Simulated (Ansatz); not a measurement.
# CeO2 (fluorite): equation of state and elastic constants, part 2 of 2

Aim: the bulk modulus of CeO2 (fluorite) from energies at several volumes around the relaxed one, then the elastic tensor.

Ansatz 0.2.0; DFT PBE, scalar-relativistic, plane waves, PAW. Earlier steps stand in the parts before.

## (7) Volume × 1.100

Input file input.yaml:

```yaml
crystal:
  lattice:
    - [0.0, 2.8203221198, 2.8203221198]
    - [2.8203221198, 0.0, 2.8203221198]
    - [2.8203221198, 2.8203221198, 0.0]
  atoms:
    - { symbol: Ce, position: [0.0, 0.0, 0.0] }
    - { symbol: O, position: [0.25, 0.25, 0.25] }
    - { symbol: O, position: [0.75, 0.75, 0.75] }
basis:
  ecutwfc: 420
  ecutrho_ratio: 4
kpoints:
  mp_grid: { grid: [12, 12, 12] }
hamiltonian:
  xc: pbe
scf:
  occupations: { method: gaussian, width: 0.05 }
output:
  forces: true
  stress: true
  eigenvalues: true
```

On the command line:

```console
$ ansatz run input.yaml --threads 2 --pin off --max-ram 2662MiB --backend cpu --events-out ev --progress --plain --runs-dir out
```

The program printed, shortened:

```text
Warning: RAYON_NUM_THREADS=2 ignored (pool sized by the plan → 2); use --threads N
band count auto-derived: 22 (N_el = 24.0; filled up to band 12; 16 by the electrons, moments and atoms)
[...]
Pseudopotentials: kind: paw
Pseudopotential: Ce, paw, valence charge 12, recommended cutoff 420 eV (normal), Ce.paw.azcp
Pseudopotential: O, paw, valence charge 6, recommended cutoff 420 eV (normal), O.paw.azcp
Functional definition: PBE
[...]
Crystal: 3 atoms, lattice volume = 44.867 Å³
Basis set: ecut = 420 eV, 893 PW (Γ), exchange–correlation on 54×54×54 points (8 copies of the dense FFT grid, shifted against one another)
Bands: 22, of which v1, the nominal top of the filled ones, is band 12 counted from 1 (11 counted from 0)
Symmetry: 48 space group operations
Space group: Fm-3m (ITA 225), of the structure as read, at distance tolerance 3.6e-5 Å
k-points: 72 of 1728
[...]
SCF iter   1: F=—  HF=-7715.637507 eV  |F-HF|=—  |Δ(HF+E_count)|=         —  Δρ=6.79e-3  dr2=2.17e-2  ethr=1.77e-3  ⟨swp⟩=5.7  Hψ=7910  notcnv=0
[...]
SCF iter   7: F=-7715.640264 eV  HF=-7715.640264 eV  |F-HF|=6.30e-9  |Δ(HF+E_count)|=   2.00e-7  Δρ=6.32e-6  dr2=1.80e-8  ethr=4.17e-10  ⟨swp⟩=5.2  Hψ=6457  notcnv=0
[...]
SCF converged after 7 iterations
Free energy (F): -7715.640264 eV
[...]
E sigma→0 (E₀):  -7715.640264 eV
Fermi energy:    10.093940 eV
[...]
--- Forces (eV/Å), atoms counted from 1 ---
  atom   1  Ce    -0.00000000     0.00000000    -0.00000000
  atom   2  O      0.00000000    -0.00000000     0.00000000
  atom   3  O     -0.00000000     0.00000000     0.00000000
[...]
--- Stress (GPa, compression-positive) ---
      -13.383531      -0.000000      -0.000000
        0.000000     -13.383531      -0.000000
       -0.000000       0.000000     -13.383531
  P = ⅓ Tr σ = -13.3835 GPa (-133.835 kbar)
--- Band table (eV; the first three rows and the last of 72) ---
[... band rows left out ...]
[...]
```

Run time: 1.1 s. Hardware: 2 threads of Intel Xeon 6975P-C (Granite Rapids), shared host; peak memory 0.39 GiB.

Result: volume 14.956 Å³/atom, pressure -13.38 GPa, mesh gap 1.63 eV.

## (8) Scaling the volume by 0.945

Edit input.yaml of step 7 so:

```diff
@@ -2,5 +2,5 @@
   lattice:
-    - [0.0, 2.8203221198, 2.8203221198]
-    - [2.8203221198, 0.0, 2.8203221198]
-    - [2.8203221198, 2.8203221198, 0.0]
+    - [0.0, 2.6810922341, 2.6810922341]
+    - [2.6810922341, 0.0, 2.6810922341]
+    - [2.6810922341, 2.6810922341, 0.0]
   atoms:
```

On the command line:

```console
$ ansatz run input.yaml --threads 2 --pin off --max-ram 2662MiB --backend cpu --events-out ev --progress --plain --runs-dir out
```

The program printed, shortened:

```text
Warning: RAYON_NUM_THREADS=2 ignored (pool sized by the plan → 2); use --threads N
band count auto-derived: 22 (N_el = 24.0; filled up to band 12; 16 by the electrons, moments and atoms)
[...]
[... 4 set-up lines as earlier in the session ...]
[...]
Crystal: 3 atoms, lattice volume = 38.545 Å³
Basis set: ecut = 420 eV, 749 PW (Γ), exchange–correlation on 54×54×54 points (8 copies of the dense FFT grid, shifted against one another)
Bands: 22, of which v1, the nominal top of the filled ones, is band 12 counted from 1 (11 counted from 0)
[... 2 set-up lines as earlier in the session ...]
k-points: 72 of 1728
[...]
SCF iter   1: F=—  HF=-7715.748947 eV  |F-HF|=—  |Δ(HF+E_count)|=         —  Δρ=4.40e-3  dr2=4.30e-3  ethr=1.77e-3  ⟨swp⟩=6.0  Hψ=8029  notcnv=0
[...]
SCF iter   7: F=-7715.751887 eV  HF=-7715.751887 eV  |F-HF|=1.26e-9  |Δ(HF+E_count)|=   3.85e-7  Δρ=4.79e-6  dr2=4.22e-9  ethr=4.17e-10  ⟨swp⟩=7.7  Hψ=7468  notcnv=0
[...]
SCF converged after 7 iterations
Free energy (F): -7715.751887 eV
[...]
E sigma→0 (E₀):  -7715.751887 eV
Fermi energy:    12.696649 eV
[...]
--- Forces (eV/Å), atoms counted from 1 ---
  atom   1  Ce    -0.00000000    -0.00000000    -0.00000000
  atom   2  O     -0.00000000    -0.00000000    -0.00000000
  atom   3  O      0.00000000     0.00000000     0.00000000
[...]
--- Stress (GPa, compression-positive) ---
       11.161429      -0.000000       0.000000
        0.000000      11.161429       0.000000
        0.000000       0.000000      11.161429
  P = ⅓ Tr σ = 11.1614 GPa (111.614 kbar)
--- Band table (eV; the first three rows and the last of 72) ---
[... band rows left out ...]
[...]
```

It took 0.99 s on 2 threads of Intel Xeon 6975P-C (Granite Rapids), shared host; peak memory 0.38 GiB.

This gives: volume 12.848 Å³/atom, pressure 11.16 GPa, mesh gap 2.07 eV.

## (9) The fit

Energies have the smearing extrapolated to zero and count from the lowest point.

```
volume (Å³/atom)  energy (meV/atom)  pressure (GPa)  gap (eV)
          12.848              24.74           11.16      2.07
          13.052              12.73            7.78      2.02
          13.324               3.04            3.68      1.96
          13.596               0.00            0.00      1.90
          13.868               2.84           -3.29      1.84
          14.140              10.98           -6.25      1.78
          14.548              31.94          -10.11      1.70
          14.956              61.95          -13.38      1.63
```

volume (Å³/atom), energy (meV/atom) and a bar:
```
    12.85       24.7 ############
    13.05       12.7 ######
    13.32        3.0 #
    13.60        0.0 
    13.87        2.8 #
    14.14       11.0 #####
    14.55       31.9 ###############
    14.96       61.9 ##############################
```

## (10) Elastic constants, atoms relaxed

Edit input.yaml of step 8 so:

```diff
@@ -2,5 +2,5 @@
   lattice:
-    - [0.0, 2.6810922341, 2.6810922341]
-    - [2.6810922341, 0.0, 2.6810922341]
-    - [2.6810922341, 2.6810922341, 0.0]
+    - [0.0, 2.7321286902, 2.7321286902]
+    - [2.7321286902, 0.0, 2.7321286902]
+    - [2.7321286902, 2.7321286902, 0.0]
   atoms:
@@ -22 +22,4 @@
   eigenvalues: true
+elastic:
+  mode: relaxed_ion
+  stencil: two_point
```

On the command line:

```console
$ ansatz run input.yaml --threads 2 --pin off --max-ram 2662MiB --backend cpu --events-out ev --progress --plain --runs-dir out
```

The program printed, shortened:

```text
Warning: RAYON_NUM_THREADS=2 ignored (pool sized by the plan → 2); use --threads N
band count auto-derived: 22 (N_el = 24.0; filled up to band 12; 16 by the electrons, moments and atoms)
[...]
[... 4 set-up lines as earlier in the session ...]
[...]
Crystal: 3 atoms, lattice volume = 40.788 Å³
Basis set: ecut = 420 eV, 821 PW (Γ), exchange–correlation on 54×54×54 points (8 copies of the dense FFT grid, shifted against one another)
Bands: 22, of which v1, the nominal top of the filled ones, is band 12 counted from 1 (11 counted from 0)
[... 2 set-up lines as earlier in the session ...]
k-points: 72 of 1728
[...]
  moduli (Voigt/Reuss/Hill, GPa): K = 173.86/173.86/173.86   G = 76.72/63.66/70.19   E = 185.59   ν = 0.322
  mechanically stable: yes (min eigenvalue of sym C = 48.61 GPa)
  strain η (Voigt 11):  stress-route row diagonal C_11 = 332.36 GPa, energy-path curvature d²(F+E_count+ΔE)/dδ²/Ω₀ = 332.71 GPa
         δ    σ_11 (GPa)             F (eV)   n_scf  n_hpsi   n_pw
    -2.000e-3      -0.6672       -7715.8259445       9   65007    821   relax 0 steps, max|allowed force component| 1.20e-16 eV/Å
     2.000e-3       0.6623       -7715.8259853       7   52945    821   relax 0 steps, max|allowed force component| 1.11e-16 eV/Å
  strain η (Voigt 23):  stress-route row diagonal C_44 = 48.61 GPa, energy-path curvature d²(F+E_count+ΔE)/dδ²/Ω₀ = 48.71 GPa
         δ    σ_23 (GPa)             F (eV)   n_scf  n_hpsi   n_pw
    -2.000e-3      -0.0972       -7715.8261240      10  115052    821   relax 3 steps, max|allowed force component| 8.74e-9 eV/Å
     2.000e-3       0.0972       -7715.8261240      10  114745    821   relax 2 steps, max|allowed force component| 2.84e-8 eV/Å
```

It took 27 s on 2 threads of Intel Xeon 6975P-C (Granite Rapids), shared host; peak memory 0.55 GiB.

In short: volume 13.596 Å³/atom, pressure 0.00 GPa, mesh gap 1.90 eV.

The elastic tensor (GPa, Voigt order xx, yy, zz, yz, xz, xy, in the frame of the lattice vectors):

```
332.4  94.6  94.6   0.0   0.0   0.0
 94.6 332.4  94.6   0.0   0.0   0.0
 94.6  94.6 332.4   0.0   0.0   0.0
  0.0   0.0   0.0  48.6   0.0   0.0
  0.0   0.0   0.0   0.0  48.6   0.0
  0.0   0.0   0.0   0.0   0.0  48.6
```

```csv
modulus (GPa),Voigt,Reuss,Hill
bulk,173.9,173.9,173.9
shear,76.7,63.7,70.2
```

Young's modulus along Cartesian directions: [100] 290, [010] 290, [001] 290, [110] 154, [101] 154, [011] 154, [111] 133 GPa.

## (11) Results

The summary covers parts 1 to 2.

| quantity | value |
| --- | --- |
| V0 | 13.596 Å³/atom |
| B0 | 174 GPa |
| B0′ | 4.5 |
| scatter of the fit | 0.008 meV/atom |
| C11, C12, C44 | 332, 95, 49 GPa |
| K, G, E (Hill) | 174, 70, 186 GPa |
| Poisson's ratio | 0.32 |

**Reading.** A third-order Birch–Murnaghan fit puts the minimum at 13.60 Å³/atom with a bulk modulus of 174 GPa. One per cent of compression takes about 1.7 GPa. Against the measured bulk modulus of CeO2, 204 GPa (300 K; quoted in “Atomistic and experimental study on thermal conductivity of bulk and porous cerium dioxide”, 2019, pmc:6474893), the calculated 174 GPa is off by -14.8 %. The gap on the mesh shrinks from 2.07 to 1.63 eV as the cell expands over this range. All eigenvalues of the tensor are positive, so the cell is mechanically stable. K/G = 2.48 lies over Pugh's 1.75, an empirical mark of ductile behaviour drawn from metals, and the universal anisotropy index of 1.03 is large. The bulk moduli from the tensor and from the fit agree within 1 %. These are values at 0 K without zero-point motion. No U acts on the 4f shell, so its levels can lie too near the Fermi level. Spin–orbit coupling is left out, though the cell holds Ce; it splits the 4f levels.
